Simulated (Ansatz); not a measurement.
The system is SnO2.

```
Sn O
1.0
    -5.37331    5.37331    1.61623
     5.37331   -5.37331    1.61623
     5.37331    5.37331   -1.61623
Sn O
4 8
Direct
  0.35108 0.83107 0.18214
  0.83107 0.64892 0.47999
  0.16893 0.35108 0.52001
  0.64892 0.16893 0.81786
  0.20560 0.15493 0.36053
  0.84507 0.20560 0.05067
  0.79440 0.84507 0.63947
  0.15493 0.79440 0.94933
  0.16104 0.54296 0.70400
  0.54296 0.83896 0.38192
  0.45704 0.16104 0.61808
  0.83896 0.45704 0.29600
```

Measurements of this composition are mostly on another form, of space group No. 136.

| Property | Result |
| --- | --- |
| Program | Ansatz 0.2.0 |
| Task | relaxation of cell and atoms |
| Functional | PBEsol |
| Potentials or basis | Ansatz PAW |
| Cutoff | 420 eV (not typed: the program's choice for these potentials) |
| k mesh | 7 × 7 × 7 |
| Occupations | fermi-dirac, width 0.05 eV |
| Spin | no spin polarisation |

At the start: volume 15.55 Å³/atom.

Task: How do energy, volume and symmetry change on relaxing?

Result: It ends after 9 steps and the volume is 15.20 Å³/atom (-2.3 %); space group I4/m (No. 87, to 0.05 Å).

The path:
```
step  energy change (eV)  largest force (eV/Å)  volume (Å³)
   1              0.0000                0.5387       186.66
   2             -0.1149                0.2510       183.19
   3             -0.1270                0.1105       181.74
   4             -0.1268                0.0669       182.24
   5             -0.1257                0.0208       182.65
   6             -0.1260                0.0062       182.61
   7             -0.1096                0.0062       182.61
   8             -0.1107                0.0013       182.40
   9             -0.1097                0.0013       182.40
```

Final structure:
```
CELL_PARAMETERS angstrom
-5.34100 5.34100 1.59850
5.34100 -5.34100 1.59850
5.34100 5.34100 -1.59850
ATOMIC_POSITIONS crystal
Sn 0.34922 0.83402 0.18324
Sn 0.83402 0.65078 0.48480
Sn 0.16598 0.34922 0.51520
Sn 0.65078 0.16598 0.81676
O 0.20918 0.15592 0.36510
O 0.84408 0.20918 0.05326
O 0.79082 0.84408 0.63490
O 0.15592 0.79082 0.94674
O 0.16025 0.54117 0.70143
O 0.54117 0.83975 0.38092
O 0.45883 0.16025 0.61908
O 0.83975 0.45883 0.29857
```

Caveat: the plane-wave basis is chosen anew once the cell has moved, so the energies of steps on either side of that aren't comparable; the pressure holds a Pulay correction of +0.7 GPa for the finite cutoff; the PAW data sets come from PBE, with cores solved anew for the run's functional, which leaves a small shift of forces and pressure.
